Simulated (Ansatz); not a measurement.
# Rh: the cost of one run

Method: DFT PBE, scalar-relativistic, plane waves, PAW, in Ansatz 0.2.0.

### 1 The system as given

The structure is cubic, space group Fm-3m (No. 225). The conventional cell has a = 3.803 Å, b = 3.803 Å, c = 3.803 Å, α = 90.00°, β = 90.00°, γ = 90.00°. Around Rh (site symmetry m-3m) lie 12 Rh at 2.69 Å.

Coordinates:

```
CELL_PARAMETERS angstrom
0.00000 1.90155 1.90155
1.90155 0.00000 1.90155
1.90155 1.90155 0.00000
ATOMIC_POSITIONS crystal
Rh 0.00000 0.00000 0.00000
```

The cell is taken as given, not relaxed at this level.

### 2 The reference cell

The reference gives a free energy of -6402.8915 eV, pressure 5.82 GPa, largest force 0.000 eV/Å and gap on the mesh none (metal). It was computed beforehand with the settings of the runs below.

### 3 Setting up biaxial against axial strain

The cell is strained by p along both x and y and by q along z, with fractional coordinates fixed.

### 4 p = -0.050, q = -0.050

The input, input.yaml:

```yaml
crystal:
  lattice:
    - [0.0, 1.8064725, 1.8064725]
    - [1.8064725, 0.0, 1.8064725]
    - [1.8064725, 1.8064725, 0.0]
  atoms:
    - { symbol: Rh, position: [0.0, 0.0, 0.0] }
basis:
  ecutwfc: 420
kpoints:
  mp_grid: { grid: [22, 22, 22] }
hamiltonian:
  xc: pbe
scf:
  occupations: { method: gaussian, width: 0.15 }
output:
  forces: true
  stress: true
  eigenvalues: true
```

Launch:

```
$ ansatz run input.yaml --threads 1 --pin off --max-ram 2560MiB --backend cpu --events-out ev --progress --plain --runs-dir out
```

**Question.** How long does this run take on 1 thread of Arm Neoverse V1, shared host, and how much memory does it need?

About 3.5 s, with a peak of 0.32 GiB.
